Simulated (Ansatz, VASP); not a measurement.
One calculation of Ag, two programs

```
CELL_PARAMETERS angstrom
0.00000 3.22985 3.22985
3.22985 0.00000 3.22985
3.22985 3.22985 0.00000
ATOMIC_POSITIONS crystal
Ag 0.12500 0.12500 0.12500
Ag 0.87500 0.87500 0.87500
```

Alike in both runs: task single point; functional BLYP; k mesh 10 × 10 × 10; occupations fermi-dirac, width 0.1 eV; no spin polarisation.

|  | VASP | Ansatz |
| --- | --- | --- |
| version | VASP 6.6.1 | Ansatz 0.2.0 |
| potentials or method | VASP PAW PBE potentials, release 64 (Ag) | plane waves (420 eV) with PAW, scalar-relativistic |
| plane-wave cutoff (eV) | 520 | 420 |
| valence electrons in the cell | 22 | 38 |

|  | VASP | Ansatz | Ansatz less VASP |
| --- | --- | --- | --- |
| pressure (GPa) | -0.8 | -0.8 | -0.03 |

With one functional, cell and mesh, what is left measures potentials, basis and numerics. The two sets of potentials don't hold the same shells in valence.

Caveats: the PAW data sets were made with another functional, which shifts forces and pressure a little (VASP).
